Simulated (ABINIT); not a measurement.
# HfC (Imm2) in ABINIT: reference runs

Aim: a first look at HfC with PBE, on the cell as given and on a disturbed one.

Everything below comes from runs of ABINIT 10.8.3 (patched build). Logs are shortened: lines on timing, memory, paths and dates and some standing lists are left out, and cuts for length are marked. The log counts tension as positive stress, the text compression.

### 1 Starting point

It takes space group Imm2 (No. 44, orthorhombic). Conventional cell: a = 2.793 Å, b = 4.994 Å, c = 3.695 Å, α = 90.00°, β = 90.00°, γ = 90.00°. Hf (site symmetry mm2) is surrounded by 2 C at 1.80 Å. Around C (site symmetry mm2) lie 2 Hf at 1.80 Å.

The cell was built by a generator and needn't be a form met in nature.

### 2 Single point, PBE

run.abi reads:

```
# Pseudopotentials
pp_dirpath "./"
pseudos "Hf.GGA_PBE-JTH.xml, C.GGA_PBE-JTH.xml"

# Structure
structure "poscar:POSCAR"
natom 2
chkprim 0
chksymtnons 0
tolsym 1.0e-6

# Plane-wave basis
ecut 517.016339 eV
pawecutdg 38.0
pawxcdev 0
pawovlp 30

# k points
kptopt 1
ngkpt 12 12 12
nshiftk 1
shiftk 0.0 0.0 0.0

# Exchange and correlation
ixc 11

# Bands and occupations
nband 12
occopt 3
tsmear 0.00183747

# SCF cycle
nstep 100
tolvrs 1.0e-9

# Output
iomode 3
prtwf 0
prteig 0
prtebands 0
prtden 1
prtvha 1
prtvclmb 1
prtpot 1
```

POSCAR reads:

```
HfC
1.0
   -1.3966732300      2.4971805100      1.8473367300
    1.3966732300     -2.4971805100      1.8473367300
    1.3966732300      2.4971805100     -1.8473367300
Hf C
1 1
Direct
    0.9847118300      0.9847118300      0.0000000000  Hf
    0.6794548300      0.1794548300      0.5000000000  C
```

Potentials or basis: JTH PAW PBE v2.0.

Started as:

```console
$ abinit run.abi > log 2>&1
```

run.abo:

```text
.Version 10.8.3 of ABINIT
 Symmetries : space group Im m 2 (# 44); Bravais oI (body-center ortho.)
================================================================================
 Values of the parameters that define the memory need of the present run
     intxc =       0    ionmov =       0      iscf =      17    lmnmax =      18
     lnmax =       6     mgfft =      27  mpssoang =       3    mqgrid =    3001
     natom =       2  nloc_mem =       2    nspden =       1   nspinor =       1
    nsppol =       1      nsym =       4    n1xccc =       1    ntypat =       2
    occopt =       3   xclevel =       2
       mpw =         707          nfft =       19683          nkpt =         280
 PAW method is used; the additional fine FFT grid is defined by:
   mgfftf=        36    nfftf =     46656
================================================================================
================================================================================

--------------------------------------------------------------------------------
------------- Echo of variables that govern the present computation ------------
--------------------------------------------------------------------------------
 -outvars: echo values of preprocessed input variables --------
            acell      1.0000000000E+00  1.0000000000E+00  1.0000000000E+00 Bohr
              amu      1.78490000E+02  1.20110000E+01
          chkprim           0
      chksymtnons           0
             ecut      1.90000000E+01 Hartree
                       outvar_i_n : Printing only first  50 k-points.
              ixc          11
                       outvar_i_n : Printing only first  50 k-points.
         kptrlatt       12    0    0      0   12    0      0    0   12
          kptrlen      6.33439174E+01
            natom           2
            nband          12
            ngfft          27      27      27
          ngfftdg          36      36      36
             nkpt         280
            nstep         100
             nsym           4
           ntypat           2
                       prtocc : prtvol=0, do not print more k-points.
           occopt           3
        pawecutdg      3.80000000E+01 Hartree
          pawovlp      3.0000000000E+01
         pawxcdev           0
        prtebands           0
           prteig           0
           prtpot           1
         prtvclmb           1
           prtvha           1
            prtwf           0
            rprim     -2.6393298921E+00  4.7189872509E+00  3.4909604820E+00
                       2.6393298921E+00 -4.7189872509E+00  3.4909604820E+00
                       2.6393298921E+00  4.7189872509E+00 -3.4909604820E+00
          spgroup          44
           tolsym      1.00000000E-06
           tolvrs      1.00000000E-09
           tsmear      1.83747000E-03 Hartree
            typat      1  2
           useylm           1
                       outvars : Printing only first  50 k-points.
[... 133 lines left out ...]
       0.679454830000      0.179454830000      0.500000000000
 rms dE/dt=  8.0328E-01; max dE/dt=  8.0370E-01; dE/dt below (all hartree)
    1      -0.803704603543     -0.803704603543      0.803704603543
    2       0.802858456950      0.802858456950     -0.802858456950

 cartesian coordinates (angstrom) at end:
    1      0.00000000000000    -0.00000000000000     3.63818866404903
    2      0.00000000000000     2.49718051000000     0.66302699766981

 cartesian forces (hartree/bohr) at end:
    1      0.00000000000000    -0.00000000000000     0.23010330090570
    2     -0.00000000000000     0.00000000000000    -0.23010330090570
 frms,max,avg= 1.3285020E-01 2.3010330E-01   0.000E+00  0.000E+00  1.212E-04 h/b

 cartesian forces (eV/Angstrom) at end:
    1      0.00000000000000    -0.00000000000000    11.83238747372258
    2     -0.00000000000000     0.00000000000000   -11.83238747372258
 frms,max,avg= 6.8314321E+00 1.1832387E+01   0.000E+00  0.000E+00  6.232E-03 e/A
 length scales=  1.000000000000  1.000000000000  1.000000000000 bohr
              =  0.529177210544  0.529177210544  0.529177210544 angstroms
 Fermi (or HOMO) energy (hartree) =   0.01774   Average Vxc (hartree)=  -0.44074
 Eigenvalues (hartree) for nkpt= 280  k points:
 kpt#   1, nband= 12, wtk=  0.00058, kpt=  0.0000  0.0000  0.0000 (reduced coord)
  -2.22696   -1.08497   -1.07701   -1.06530   -0.42402   -0.14437   -0.10573   -0.03719
   0.08346    0.15335    0.19765    0.24436
      occupation numbers for kpt#   1
   2.00000    2.00000    2.00000    2.00000    2.00000    2.00000    2.00000    2.00000
   0.00000    0.00000    0.00000    0.00000
 prteigrs : prtvol=0 or 1, do not print more k-points.

--- !EnergyTerms
iteration_state     : {dtset: 1, }
comment             : Components of total free energy in Hartree
kinetic             :  9.20325856168410E+00
hartree             :  7.75858735987527E+00
xc                  : -1.13361285546855E+01
Ewald energy        : -4.53171115054887E+01
psp_core            :  8.94235759846872E+00
local_psp           : -5.56795471693365E+00
PAW spherical_terms : -1.93701346599715E+01
internal            : -5.56871259170513E+01
'-kT*entropy'       : -4.19707116158774E-06
total_energy        : -5.56871301141224E+01
total_energy_eV     : -1.51532400646559E+03
...

--- !EnergyTermsDC
iteration_state     : {dtset: 1, }
comment             : '"Double-counting" decomposition of free energy'
band_energy         : -1.22762750464462E+01
Ewald energy        : -4.53171115054887E+01
psp_core            :  8.94235759846872E+00
xc_dc               : -1.27551283330418E+01
PAW spherical_terms :  5.71902700213879E+00
internal            : -5.56871302843692E+01
'-kT*entropy'       : -4.19707116158774E-06
total_energy_dc     : -5.56871344814404E+01
total_energy_dc_eV  : -1.51532412530636E+03
...

--- !EnergyTermsWithPAWCore
iteration_state     : {dtset: 1, }
comment             : 'Components of total free energy, including PAW core contributions'
Total energy        : -1.51164947175289E+04
Total energy DC     : -1.51164947218962E+04
Total energy (eV)   : -4.11340776444010E+05
Total energy DC (eV): -4.11340776562851E+05
...

 Cartesian components of stress tensor (hartree/bohr^3)
  sigma(1 1)= -5.79198375E-03  sigma(3 2)=  0.00000000E+00
  sigma(2 2)=  8.13353368E-04  sigma(3 1)=  0.00000000E+00
  sigma(3 3)= -2.00579853E-03  sigma(2 1)=  0.00000000E+00

-Cartesian components of stress tensor (GPa)         [Pressure=  6.8496E+01 GPa]
- sigma(1 1)= -1.70406045E+02  sigma(3 2)=  0.00000000E+00
- sigma(2 2)=  2.39296823E+01  sigma(3 1)=  0.00000000E+00
- sigma(3 3)= -5.90126303E+01  sigma(2 1)=  0.00000000E+00

== END DATASET(S) ==============================================================
================================================================================

 -outvars: echo values of variables after computation  --------
            acell      1.0000000000E+00  1.0000000000E+00  1.0000000000E+00 Bohr
           etotal     -5.5687134481E+01
            fcart      5.8183385997E-18 -4.4039935169E-18  2.3010330091E-01
                      -5.8183385997E-18  4.4039935169E-18 -2.3010330091E-01
            rprim     -2.6393298921E+00  4.7189872509E+00  3.4909604820E+00
                       2.6393298921E+00 -4.7189872509E+00  3.4909604820E+00
                       2.6393298921E+00  4.7189872509E+00 -3.4909604820E+00
           strten     -5.7919837478E-03  8.1335336846E-04 -2.0057985340E-03
                       0.0000000000E+00  0.0000000000E+00  0.0000000000E+00
           xangst      8.7849937009E-17 -1.4404329072E-16  3.6381886640E+00
                       1.1750094465E-16  2.4971805100E+00  6.6302699767E-01
             xred      9.8471183000E-01  9.8471183000E-01 -2.2623772285E-18
                       6.7945483000E-01  1.7945483000E-01  5.0000000000E-01
 Calculation completed.
```

Run time: 69 s. Hardware: 1 thread of Arm Neoverse V2, shared host; peak memory 0.19 GiB.

What came out:

* Free energy: -1515.3241 eV
* Pressure: 68.5 GPa
* Largest force: 11.832 eV/Å
* Band gap on the k mesh: 0.37 eV, indirect (least direct gap 0.87 eV)

Forces on the atoms (eV/Å):
```
Hf    0.000   0.000  11.832
C     0.000   0.000 -11.832
```

Stress tensor (GPa, compression positive):
```
170.41   0.00   0.00
  0.00 -23.93   0.00
  0.00   0.00  59.01
```

Caveat: a pressure of tens of GPa on the cell as given is suspect, and the run, the potentials or the cell itself is likely at fault; spin-orbit coupling is left out, which moves the levels of the heavy elements; forces of over 1 eV/Å show positions far from the minimum, so gaps and moduli don't describe the material at rest; the atomic spheres overlap.

### 3 Single point, PBE (atoms moved at random, drawn with an rms of 0.05 Å)

run.abi reads:

```
pp_dirpath "./"
pseudos "Hf.GGA_PBE-JTH.xml, C.GGA_PBE-JTH.xml"

acell 6.4359698557 6.4359698557 6.4359698557
rprim
    -0.4100904680     0.7332208437     0.5424140507
     0.4100904680    -0.7332208437     0.5424140507
     0.4100904680     0.7332208437    -0.5424140507
ntypat 2
znucl 72 6
natom 2
typat 1 2
xred
     0.9809150000     0.9747230000    -0.0179880000
     0.6829810000     0.1625810000     0.4916530000
chkprim 0
chksymtnons 0
tolsym 1.0e-6

ecut 19.0
pawecutdg 38.0
pawxcdev 0
pawovlp 30

kptopt 1
ngkpt 12 12 12
nshiftk 1
shiftk 0.0 0.0 0.0

ixc 11

nband 12
occopt 3
tsmear 0.00183747

nstep 100
tolvrs 1.0e-9

iomode 3
prtwf 0
prtden 0
prteig 0
prtebands 0
enunit 2
```

Potentials or basis: JTH PAW PBE v2.0.

Started as:

```console
$ abinit run.abi > log 2>&1
```

run.abo:

```text
.Version 10.8.3 of ABINIT
 Symmetries : space group P1 (#  1); Bravais aP (primitive triclinic)
================================================================================
 Values of the parameters that define the memory need of the present run
     intxc =       0    ionmov =       0      iscf =      17    lmnmax =      18
     lnmax =       6     mgfft =      27  mpssoang =       3    mqgrid =    3001
     natom =       2  nloc_mem =       2    nspden =       1   nspinor =       1
    nsppol =       1      nsym =       1    n1xccc =       1    ntypat =       2
    occopt =       3   xclevel =       2
       mpw =         707          nfft =       19683          nkpt =         868
 PAW method is used; the additional fine FFT grid is defined by:
   mgfftf=        36    nfftf =     46656
================================================================================
================================================================================

--------------------------------------------------------------------------------
------------- Echo of variables that govern the present computation ------------
--------------------------------------------------------------------------------
 -outvars: echo values of preprocessed input variables --------
            acell      6.4359698557E+00  6.4359698557E+00  6.4359698557E+00 Bohr
              amu      1.78490000E+02  1.20110000E+01
          chkprim           0
      chksymtnons           0
             ecut      1.90000000E+01 Hartree
           enunit           2
                       outvar_i_n : Printing only first  50 k-points.
              ixc          11
[... 225 lines left out ...]
'-kT*entropy'       : -2.46300105036565E-06
total_energy_dc     : -5.56948845254433E+01
total_energy_dc_eV  : -1.51553501474715E+03
...

--- !EnergyTermsWithPAWCore
iteration_state     : {dtset: 1, }
comment             : 'Components of total free energy, including PAW core contributions'
Total energy        : -1.51165024719906E+04
Total energy DC     : -1.51165024719402E+04
Total energy (eV)   : -4.11340987453664E+05
Total energy DC (eV): -4.11340987452292E+05
...

 Cartesian components of stress tensor (hartree/bohr^3)
  sigma(1 1)= -5.56615619E-03  sigma(3 2)=  9.62987178E-05
  sigma(2 2)=  7.93344004E-04  sigma(3 1)=  6.68851255E-05
  sigma(3 3)= -1.86352135E-03  sigma(2 1)= -2.95828100E-06

-Cartesian components of stress tensor (GPa)         [Pressure=  6.5083E+01 GPa]
- sigma(1 1)= -1.63761969E+02  sigma(3 2)=  2.83320610E+00
- sigma(2 2)=  2.33409865E+01  sigma(3 1)=  1.96782833E+00
- sigma(3 3)= -5.48266910E+01  sigma(2 1)= -8.70356319E-02

== END DATASET(S) ==============================================================
================================================================================

 -outvars: echo values of variables after computation  --------
            acell      6.4359698557E+00  6.4359698557E+00  6.4359698557E+00 Bohr
           etotal     -5.5694884525E+01
            fcart     -5.3645495986E-03 -9.9550045498E-03  2.1758609543E-01
                       5.3645495986E-03  9.9550045498E-03 -2.1758609543E-01
            rprim     -4.1009046800E-01  7.3322084370E-01  5.4241405070E-01
                       4.1009046800E-01 -7.3322084370E-01  5.4241405070E-01
                       4.1009046800E-01  7.3322084370E-01 -5.4241405070E-01
           strten     -5.5661561877E-03  7.9334400428E-04 -1.8635213512E-03
                       9.6298717846E-05  6.6885125499E-05 -2.9582809981E-06
           xangst     -3.3771558677E-02 -2.9456741276E-02  3.6459517986E+00
                      -4.0150165313E-02  2.5272790250E+00  6.5378909432E-01
             xred      9.8091500000E-01  9.7472300000E-01 -1.7988000000E-02
                       6.8298100000E-01  1.6258100000E-01  4.9165300000E-01
 Calculation completed.
```

Run time: 3.2 min. Hardware: 1 thread of Arm Neoverse V2, shared host; peak memory 0.38 GiB.

What came out:

```
Free energy            : -1515.5350 eV
Pressure               : 65.1 GPa
Largest force          : 11.204 eV/Å
Band gap on the k mesh : 0.46 eV, indirect (least direct gap 0.88 eV)
```

Forces on the atoms (eV/Å):
```
Hf   -0.276  -0.512  11.189
C     0.276   0.512 -11.189
```

Stress tensor (GPa, compression positive):
```
163.76   0.09  -1.97
  0.09 -23.34  -2.83
 -1.97  -2.83  54.83
```

Caveat: the cell as given lies far from equilibrium; spin-orbit coupling is left out, which moves the levels of the heavy elements; the atomic spheres overlap. A k mesh can miss the band edges.
